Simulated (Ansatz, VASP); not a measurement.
# One calculation of Al2O3, two programs

INCAR

```
SYSTEM = Al2O3
PREC = Accurate
ENCUT = 520
EDIFF = 1E-7
ISMEAR = 0
SIGMA = 0.05
LREAL = .FALSE.
LASPH = .TRUE.
NELM = 100
ALGO = Normal
ISIF = 2
LWAVE = .FALSE.
LCHARG = .FALSE.
NBANDS = 20
```

Contents of KPOINTS:

```
Automatic mesh
0
G
  12 12 4
  0 0 0
```

The input POSCAR:

```
Al2O3
1.0
    3.0448872189      0.0000000000      0.0000000000
   -1.5224436095      2.6369496832      0.0000000000
    0.0000000000      0.0000000000      8.3780295585
Al O
2 3
Direct
    0.0000000000      0.0000000000      0.1499923300
    0.0000000000      0.0000000000      0.8500076700
    0.3333333333      0.6666666667      0.2223169200
    0.6666666667      0.3333333333      0.0000000000
    0.3333333333      0.6666666667      0.7776830800
```

Input for Ansatz:

```yaml
crystal:
  lattice:
    - [3.0448872189, 0.0, 0.0]
    - [-1.5224436095, 2.6369496832, 0.0]
    - [0.0, 0.0, 8.3780295585]
  atoms:
    - { symbol: Al, position: [0.0, 0.0, 0.14999233] }
    - { symbol: Al, position: [0.0, 0.0, 0.85000767] }
    - { symbol: O, position: [0.3333333333, 0.6666666667, 0.22231692] }
    - { symbol: O, position: [0.6666666667, 0.3333333333, 0.0] }
    - { symbol: O, position: [0.3333333333, 0.6666666667, 0.77768308] }
basis:
  ecutwfc: 420
kpoints:
  mp_grid: { grid: [12, 12, 4] }
hamiltonian:
  xc: lda
scf:
  occupations: { method: gaussian, width: 0.05 }
output:
  forces: true
  stress: true
  eigenvalues: true
```

Alike in both runs: task single point; functional LDA; k mesh 12 × 12 × 4; occupations gaussian, width 0.05 eV; no spin polarisation.

|  | VASP | Ansatz |
| --- | --- | --- |
| version | VASP 6.6.1 | Ansatz 0.2.0 |
| potentials or method | VASP PAW LDA potentials, release 64 (Al, O) | scalar-relativistic, plane waves, PAW |
| plane-wave cutoff (eV) | 520 | 420 |
| valence electrons in the cell | 24 | 24 |

|  | VASP | Ansatz | Ansatz less VASP |
| --- | --- | --- | --- |
| gap on the k mesh at the Fermi level (eV) | 3.04 | 3.06 | +0.023 |
| least direct gap on the mesh (eV) | 3.33 | 3.35 | +0.013 |
| pressure (GPa) | -12.6 | -13.0 | -0.39 |
| largest component of the traceless stress (GPa) | 24.63 | 25.02 | +0.391 |
| rms of the force components (eV/Å) | 0.872 | 0.873 | +0.0003 |

Atom by atom the forces differ by 0.006 eV/Å (rms over components).

Caveats: forces of over 1 eV/Å show positions far from the minimum, so gaps and moduli don't describe the material at rest. LDA gaps usually lie below the measured ones, often by a third to a half. A k mesh can miss the band edges.
